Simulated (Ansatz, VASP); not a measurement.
## Pb: 3 runs at one level of theory

The starting cell:

```
CELL_PARAMETERS angstrom
0.00000 2.47502 2.47502
2.47502 0.00000 2.47502
2.47502 2.47502 0.00000
ATOMIC_POSITIONS crystal
Pb 0.00000 0.00000 0.00000
```

Alike in all runs: task relaxation of cell and atoms; functional PBE; dispersion D4; k mesh 9 × 9 × 9; occupations fermi-dirac, width 0.05 eV; no spin polarisation; no spin-orbit coupling.

| program and potentials | plane-wave cutoff (eV) | notes | equilibrium volume (Å³/atom) |
| --- | --- | --- | --- |
| Ansatz, Ansatz PAW | 420 | - | 30.38 |
| Ansatz, all-electron LAPW, scalar-relativistic | - | - | 30.39 |
| VASP, PBE PAW files Pb_d, 600 eV | 600 | - | 30.39 |

The equilibrium volume spans 30.38 (Ansatz, Ansatz PAW) to 30.39 Å³/atom (Ansatz, all-electron LAPW, scalar-relativistic), with all-electron results at 30.39. Relaxations stop with a little pressure left, so the last digit of a volume isn't settled.

Differences between rows come from potentials, basis sets and numerical settings, since the functional is the same but for its coding. Runs on potential files found faulty are left out.
